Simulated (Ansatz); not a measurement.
# SnTe: the cost of one run

Method: DFT PBE, scalar-relativistic, plane waves, PAW, in Ansatz 0.2.0.

2 further runs of the same task are left out: 1 that didn't finish, 1 set aside as unsound or not needed.

**1. The starting structure**

Symmetry: P6_3/mmc, No. 194, hexagonal system. Conventional cell: a = 4.444 Å, b = 4.444 Å, c = 7.858 Å, α = 90.00°, β = 90.00°, γ = 120.00°. Sn (site symmetry -3m) is surrounded by 6 Te at 3.23 Å. Te (site symmetry -6m2) is surrounded by 6 Sn at 3.23 Å.

As a file:

```
Sn Te
1.0
     4.44403    0.00000    0.00000
    -2.22201    3.84864    0.00000
     0.00000    0.00000    7.85780
Sn Te
2 2
Cartesian
  0.0000 0.0000 0.0000
  0.0000 0.0000 3.9289
  0.0000 2.5658 1.9644
  2.2220 1.2829 5.8933
```

The cell was relaxed beforehand at this level, from a generated guess; it needn't be the stable form of this composition. At a tolerance of 0.05 Å it has space group P6_3/mmc (No. 194); it has 33.60 Å³/atom, an uncorrected energy of -0.24 eV/atom over the elements.

**2. Bands, states and charges**

File input.yaml:

```yaml
crystal:
  lattice:
    - [4.44402552, 0.0, 0.0]
    - [-2.22201276, 3.8486389954, 0.0]
    - [0.0, 0.0, 7.8577991307]
  atoms:
    - { symbol: Sn, position: [0.0, 0.0, 0.0] }
    - { symbol: Sn, position: [0.0, 0.0, 0.5] }
    - { symbol: Te, position: [0.3333333333, 0.6666666667, 0.25] }
    - { symbol: Te, position: [0.6666666667, 0.3333333333, 0.75] }
basis:
  ecutwfc: 420
kpoints:
  mp_grid: { grid: [12, 12, 6] }
  band_path:
    path:
      - [[0.0, 0.0, 0.0], [0.5, 0.0, 0.0], [0.33333333, 0.33333333, 0.0], [0.0, 0.0, 0.0], [0.0, 0.0, 0.5], [0.5, 0.0, 0.5], [0.33333333, 0.33333333, 0.5], [0.0, 0.0, 0.5]]
      - [[0.5, 0.0, 0.5], [0.5, 0.0, 0.0]]
      - [[0.33333333, 0.33333333, 0.5], [0.33333333, 0.33333333, 0.0]]
    npoints: 14
hamiltonian:
  xc: pbe
scf:
  occupations: { method: gaussian, width: 0.1 }
  n_extra_bands: 10
output:
  forces: true
  stress: true
  eigenvalues: true
  populations: true
  dos: { projected: true, de: 0.02, nscf_kmesh: { grid: [15, 15, 8] } }
  bader: true
  write_density: true
  write_potential: true
  elf: true
  volumetric_format: npy
```

The run is started by

```bash
$ ansatz run input.yaml --threads 1 --pin off --max-ram 2560MiB --backend cpu --events-out ev --progress --plain --runs-dir out
```

Q: Estimate wall time and peak memory on 1 thread of Arm Neoverse V2, shared host.

About 69 s, with a peak of 0.75 GiB.
